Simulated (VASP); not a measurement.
# C (P6_3/mmc) in VASP: a series of runs, part 2 of 2

VASP 6.6.1.

## 3. Relaxation of cell and atoms, PBE+D3(BJ)

This run uses another cell than the first one, of 8.85 Å³/atom, 1.012 times its volume.

Contents of INCAR:

```
SYSTEM = C
PREC = Accurate ; ENCUT = 520
EDIFF = 1E-7 ; ISMEAR = 0
SIGMA = 0.02 ; LREAL = .False.
LASPH = .True. ; NELM = 60
ALGO = Normal ; ISIF = 3
LWAVE = .False. ; LCHARG = .False.
GGA = PE ; IVDW = 12
IBRION = 2 ; NSW = 80
EDIFFG = -0.002 ; AMIX = 0.2
```

Contents of KPOINTS:

```
regular mesh
0
Gamma
  15 15 6
  0 0 0
```

Contents of POSCAR:

```
C                                       
1.0
    2.4663194707     -0.0000000000     -0.0000000000
   -1.2331597354      2.1358953138     -0.0000000000
    0.0000000000      0.0000000000      6.7229802527
  C             
     4
Direct
     0.0000000000000000    0.0000000000000000    0.7500000000000000
     0.0000000000000000    0.0000000000000000    0.2500000000000000
     0.3333333300000021    0.6666666699999979    0.7500000000000000
     0.6666666699999979    0.3333333300000021    0.2500000000000000
```

Potentials or basis: VASP PAW PBE potentials, release 64 (C).

Run with:

```bash
$ cat potpaw_PBE.64/C/POTCAR > POTCAR
$ mpirun -np 1 vasp_std > vasp.out
```

OUTCAR:

```text
SYSTEM = C
   PREC = Accurate
   ENCUT = 520
   EDIFF = 1E-7
   ISMEAR = 0
   LREAL = .False.
   LASPH = .True.
   NELM = 60
   ISIF = 3
   GGA = PE
   IVDW = 12
   IBRION = 2
   NSW = 80
   EDIFFG = -0.002
   AMIX = 0.2
 IVDW          = 12

 ion  position               nearest neighbor table
   1  0.000  0.000  0.750-   3 1.42   3 1.42   3 1.42
   2  0.000  0.000  0.250-   4 1.42   4 1.42   4 1.42
   3  0.333  0.667  0.750-   1 1.42   1 1.42   1 1.42
   4  0.667  0.333  0.250-   2 1.42   2 1.42   2 1.42

  LATTYP: Found a hexagonal cell.
 ALAT       =     2.4663194707
 C/A-ratio  =     2.7259162215

  Lattice vectors:

 A1 = (   2.4663194707,   0.0000000000,   0.0000000000)
 A2 = (  -1.2331597354,   2.1358953138,   0.0000000000)
 A3 = (   0.0000000000,   0.0000000000,   6.7229802527)

Analysis of symmetry for initial positions (statically):
=====================================================================
 Subroutine PRICEL returns:
 Original cell was already a primitive cell.

 Routine SETGRP: Setting up the symmetry group for a
 hexagonal supercell.

 Subroutine GETGRP returns: Found 24 space group operations
 (whereof 12 operations were pure point group operations)
 out of a pool of 24 trial point group operations.

The static configuration has the point symmetry D_3d.
 The point group associated with its full space group is D_6h.

Analysis of symmetry for dynamics (positions and initial velocities):
=====================================================================
 Subroutine PRICEL returns:
 Original cell was already a primitive cell.

 Routine SETGRP: Setting up the symmetry group for a
 hexagonal supercell.

 Subroutine GETGRP returns: Found 24 space group operations
 (whereof 12 operations were pure point group operations)
 out of a pool of 24 trial point group operations.

The dynamic configuration has the point symmetry D_3d.
 The point group associated with its full space group is D_6h.

 Subroutine INISYM returns: Found 24 space group operations
 (whereof 12 operations are pure point group operations),
 and found     1 'primitive' translations

----------------------------------------------------------------------------------------

                                     Primitive cell

  volume of cell :      35.4153

  direct lattice vectors                    reciprocal lattice vectors
     2.466319471  0.000000000  0.000000000     0.405462476  0.234093870  0.000000000
    -1.233159735  2.135895314  0.000000000     0.000000000  0.468187740  0.000000000
     0.000000000  0.000000000  6.722980253     0.000000000  0.000000000  0.148743558

  length of vectors
     2.466319471  2.466319469  6.722980253     0.468187740  0.468187740  0.148743558

  position of ions in fractional coordinates (direct lattice)
     0.000000000  0.000000000  0.750000000
     0.000000000  0.000000000  0.250000000
     0.333333330  0.666666670  0.750000000
     0.666666670  0.333333330  0.250000000

  ion indices of the primitive-cell ions
   primitive index   ion index
                 1           1
                 2           2
                 3           3
                 4           4
[... 55 lines left out ...]
   number of dos      NEDOS =    301   number of ions     NIONS =      4
   total plane-waves  NPLWV =  16200
   dimension x,y,z NGX =    18 NGY =   18 NGZ =   50
   dimension x,y,z NGXF=    36 NGYF=   36 NGZF=  100
   ions per type =               4
   NGX,Y,Z   is equivalent  to a cutoff of  12.13, 12.13, 12.36 a.u.
   NGXF,Y,Z  is equivalent  to a cutoff of  24.27, 24.27, 24.73 a.u.
 SYSTEM =  C
   PREC   = accura    normal or accurate (medium, high low for compatibility)
   ISTART =      0    job   : 0-new  1-cont  2-samecut
   ICHARG =      2    charge: 1-file 2-atom 10-const
   ISPIN  =      1    spin polarized calculation?
   LNONCOLLINEAR =      F non collinear calculations
   LSORBIT =      F    spin-orbit coupling
   LASPH  =      T    aspherical Exc in radial PAW
   ENCUT  =  520.0 eV  38.22 Ry    6.18 a.u.   4.59  4.59 12.50*2*pi/ulx,y,z
   NELM   =     60;   NELMIN=  2; NELMDL= -5     # of ELM steps
   EDIFF  = 0.1E-06   stopping-criterion for ELM
   LREAL  =      F    real-space projection
   EDIFFG = -.2E-02   stopping-criterion for IOM
   NSW    =     80    number of steps for IOM
   IBRION =      2    ionic relax: 0-MD 1-quasi-New 2-CG
   NFREE  =      1    steps in history (QN), initial steepest desc. (CG)
   ISIF   =      3    stress and relaxation
   ISYM   =      2    0-nonsym 1-usesym 2-fastsym
   POTIM  = 0.5000    time-step for ionic-motion
   TEBEG  =    0.0;   TEEND  =   0.0 temperature during run
   PSTRESS=    0.0 pullay stress
   NELECT =      16.0000    total number of electrons
   NUPDOWN=      -1.0000    fix difference up-down
   EMIN   =  10.00;   EMAX   =-10.00  energy-range for DOS
   EFERMI =   0.00;   METHOD = LEGACY
   ISMEAR =     0;   SIGMA  =   0.02  broadening in eV -4-tet -1-fermi 0-gaus
   EFERMI_NEDOS =   21; number of points for ismear=-14 and -15
   IALGO  =     38    algorithm
   IMIX   =      4    mixing-type and parameters
     AMIX     =   0.20;   BMIX     =  1.00
     AMIX_MAG =   0.80;   BMIX_MAG =  1.00
  volume/ion in A,a.u.               =       8.85        59.75
  Fermi-wavevector in a.u.,A,eV,Ry     =   1.256178  2.373832 21.469758  1.577983
  Thomas-Fermi vector in A             =   2.389898
   LORBIT       =      0    0 simple, 1 ext, 2 COOP (PROOUT), +10 PAW based schemes
   GGA     = PE    functional components
   LHFCALC =     F    Hartree Fock is set to
   AEXX    =    0.0000 exact exchange contribution
   IVDW    =    12    specifies the selected vdW correction
   LEPSILON=     F    determine dielectric tensor
   LRPA    =     F    only Hartree local field effects (RPA)
 conjugate gradient relaxation of ions
 non-spin polarized calculation
 Gauss-broadening in eV      SIGMA  =   0.02
  energy-cutoff  :      520.00
  volume of cell :       35.42
 maximum number of plane-waves:       979
   NGX =  9   NGY =  9   NGZ = 25

 number of electron      15.9999994 magnetization

 Free energy of the ion-electron system (eV)
  ---------------------------------------------------
  ext. energy  EPLUGINS =         0.00000000
  ---------------------------------------------------
  free energy    TOTEN  =       -36.84329038 eV

  energy without entropy =      -36.84310998  energy(sigma->0) =      -36.84320018

 E-fermi :   4.6459     XC(G=0): -10.3069

 val. band max:        4.6437518808   @ k =   0.3333   0.3333   0.5000
 cond. band min:       4.6545230478   @ k =   0.3333   0.3333   0.3333
 fundamental gap:      0.0107711670
 Fermi energy:         4.6458727840

 k-point     1 :       0.0000    0.0000    0.0000
  band No.  band energies     occupation
      1     -14.9863      2.00000
      2     -14.6903      2.00000
      3      -3.8437      2.00000
      4      -1.8950      2.00000
      5       1.6326      2.00000
      6       1.6326      2.00000
      7       1.6506      2.00000
      8       1.6506      2.00000
      9       8.9278      0.00000
     10      12.9624      0.00000
     11      12.9726      0.00000
     12      13.0134      0.00000
[... 331 lines left out ...]
 k-point    24 :       0.4000    0.2000    0.0000
  band No.  band energies     occupation
      1      -9.0482      2.00000
      2      -8.9443      2.00000
      3      -8.0256      2.00000
      4      -7.9594      2.00000
      5      -4.2094      2.00000
      6      -4.1081      2.00000
      7       2.7518      2.00000
      8       3.4104      2.00000
      9       6.0043      0.00000
     10       6.1362      0.00000
     11      15.1534      0.00000
     12      15.8074      0.00000

 [... further k-points ...]

------------------------ aborting loop because EDIFF is reached ----------------------------------------

 Edisp (eV)   -0.62382

 E8    (eV) :    -0.1767

  FORCE on cell =-STRESS in cart. coord.  units (eV):
  Direction    XX          YY          ZZ          XY          YZ          ZX
  --------------------------------------------------------------------------------------
  -------------------------------------------------------------------------------------
  Total       0.00221     0.00221    -0.00509    -0.00000    -0.00000     0.00000
  in kB       0.10016     0.10016    -0.23030    -0.00000    -0.00000     0.00000
  external pressure =       -0.01 kB  Pullay stress =        0.00 kB

 VOLUME and BASIS-vectors are now :
 -----------------------------------------------------------------------------
  energy-cutoff  :      520.00
  volume of cell :       35.42
      direct lattice vectors                 reciprocal lattice vectors
     2.466319471  0.000000000  0.000000000     0.405462476  0.234093870  0.000000000
    -1.233159735  2.135895314  0.000000000     0.000000000  0.468187740  0.000000000
     0.000000000  0.000000000  6.722980253     0.000000000  0.000000000  0.148743558

 POSITION                                       TOTAL-FORCE (eV/Angst)
 -----------------------------------------------------------------------------------
      0.00000      0.00000      5.04224        -0.000000      0.000000      0.000000
      0.00000      0.00000      1.68075         0.000000     -0.000000     -0.000000
     -0.00000      1.42393      5.04224         0.000000     -0.000000      0.000000
      1.23316      0.71197      1.68075        -0.000000      0.000000     -0.000000
 -----------------------------------------------------------------------------------
    total drift:                               -0.000000      0.000000     -0.000000

  FREE ENERGIE OF THE ION-ELECTRON SYSTEM (eV)
  ---------------------------------------------------
  free  energy   TOTEN  =       -37.4671083143 eV

  energy  without entropy=      -37.4669279094  energy(sigma->0) =      -37.46701811

 reached required accuracy - stopping structural energy minimisation
```

Wall time 18 s (1 thread of Intel Xeon 6975P-C (Granite Rapids), shared host); peak memory 0.17 GiB.

What came out:

```yaml
Free_energy: -37.4671 eV
Pressure_after_relaxing: 0.0 GPa
Band_gap_on_the_k_mesh: none (metal or under the smearing width)
Dispersion_energy_per_atom: -0.156 eV
```

Final structure:
```cif
data_structure
_symmetry_space_group_name_H-M 'P 1'
_symmetry_Int_Tables_number 1
_cell_length_a 2.4663
_cell_length_b 2.4663
_cell_length_c 6.7230
_cell_angle_alpha 90.000
_cell_angle_beta 90.000
_cell_angle_gamma 120.000
_cell_volume 35.42
loop_
_atom_site_label
_atom_site_type_symbol
_atom_site_fract_x
_atom_site_fract_y
_atom_site_fract_z
_atom_site_occupancy
C1 C 0.00000 0.00000 0.75000 1
C2 C 0.00000 0.00000 0.25000 1
C3 C 0.33333 0.66667 0.75000 1
C4 C 0.66667 0.33333 0.25000 1
```

Levels at points of the mesh, in eV from the Fermi level:
```
           k point  band 5  band 6  band 7  band 8  band 9  band 10  band 11  band 12
(0.00, 0.00, 0.00)   -3.01   -3.01   -3.00   -3.00    4.28     8.32     8.33     8.37
(0.00, 0.00, 0.50)   -3.00   -3.00   -3.00   -3.00    6.91     6.91     8.34     8.34
```

Caveat: the relaxation stopped at its first step, so nothing moved.
